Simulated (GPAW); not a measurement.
Runs of GPAW 26.7.0 on AlN. It takes space group P6_3mc (No. 186, hexagonal). Conventional cell: a = 3.113 Å, b = 3.113 Å, c = 4.981 Å, α = 90.00°, β = 90.00°, γ = 120.00°. Al (site symmetry 3m) is surrounded by 4 N at 1.89 Å. Around N (site symmetry 3m) lie 4 Al at 1.89 Å. 

| task | level | potentials or basis | cell | k mesh | cutoff (eV) | band path | band points | optimizer | fmax | max steps | grid spacing | gap on the mesh (eV) | pressure (GPa) | V0 of scaled cells (Å³/atom) | relaxed volume (Å³/atom) | B0 (GPa) | largest force (eV/Å) |
| --- | --- | --- | --- | --- | --- | --- | --- | --- | --- | --- | --- | --- | --- | --- | --- | --- | --- |
| band structure | PBEint | PAW data sets generated in the run's folder for this functional, pw | as given | 7 × 7 × 4 | 800 | GMKGALHA,LM,KH | 80 | - | - | - | - | 4.13 | 3.1 | - | - | - | 0.14 |
| relaxation of cell and atoms | PBEsol+D3(BJ)+ATM | PAW data sets generated in the run's folder for this functional, pw | relaxed | 7 × 7 × 4 | 800 | - | - | BFGS | 0.02 eV/Å | 60 | - | (b) | 0.0 | - | 10.35 | - | 0.01 |
| band structure | PBEsol | PAW data sets generated in the run's folder for this functional, pw | as given | 7 × 7 × 4 | 800 | GMKGALHA,LM,KH | 100 | - | - | - | - | 4.16 | 1.1 | - | - | - | 0.13 |
| equation of state | LDA | the program's PAW data sets (release 1.2.1) made for this functional, pw | as given | 8 × 8 × 5 | 800 | - | - | - | - | - | - | - | - | 10.29 | - | (d) | - |
| band structure | BEEF-vdW | GPAW PAW data sets (gpaw-data 1.2.1), pw | as given | 7 × 7 × 4 | 800 | GMKGALHA,LM,KH | 80 | - | - | - | - | 4.42 | - | - | - | - | 0.13 |
| band structure | PW91 | PAW data sets generated in the run's folder for this functional, pw | as given | 7 × 7 × 4 | 800 | GMKGALHA,LM,KH | 80 | - | - | - | - | 4.27 | 3.8 | - | - | - | 0.13 |
| equation of state | PBE | GPAW PAW data sets (gpaw-data 1.2.1), fd | as given | 7 × 7 × 4 | - | - | - | - | - | - | 0.16 Å | - | - | 10.73 | - | 193 | - |
| band structure | r2SCAN | GPAW PAW data sets (gpaw-data 1.2.1), pw | as given | 8 × 8 × 5 | 800 | GMKGALHA,LM,KH | 80 | - | - | - | - | 4.95 | -0.3 | - | - | - | 0.13 |
| relaxation of cell and atoms | rSCAN+D4 | GPAW PAW data sets (gpaw-data 1.2.1), pw | relaxed | 7 × 7 × 4 | 800 | - | - | BFGS | 0.05 eV/Å | 40 | - | (c) | 0.0 | - | 10.28 | - | 0.01 |
| band structure | LDA | the program's PAW data sets (release 1.2.1) made for this functional, pw | as given | 7 × 7 × 4 | 800 | GMKGALHA,LM,KH | 100 | - | - | - | - | 4.28 | -3.9 | - | - | - | 0.12 |
| relaxation of cell and atoms | OLYP+D3 | PAW data sets generated in the run's folder for this functional, pw | relaxed | 7 × 7 × 4 | 800 | - | - | BFGS | 0.02 eV/Å | 60 | - | (a) | 0.0 | - | 10.24 | - | - |
| relaxation of cell and atoms | PBE+D3 | GPAW PAW data sets (gpaw-data 1.2.1), pw | relaxed | 7 × 7 × 4 | 800 | - | - | BFGS | 0.02 eV/Å | 40 | - | 4.13 | 0.0 | - | 10.55 | - | 0.01 |

Alike in all rows: no spin polarisation; smearing fermi-dirac 0.05 eV.

Question: Estimate the missing entries.

Answer: (a) 4.50; (b) 4.21; (c) 5.06; (d) 213.

Caveats: later steps reuse the first step's grids (some runs); an odd mesh through Γ misses points on the zone boundary, where band edges often lie (some runs); the PAW data sets were made with another functional, which shifts forces and pressure a little (some runs); the cell was scaled at fixed shape and fractional positions, which overstates the stiffness of a crystal with free parameters, most of all of layers and chains (some runs); the real-space grid adds noise to forces (some runs).

Not every run made on this cell is shown here.
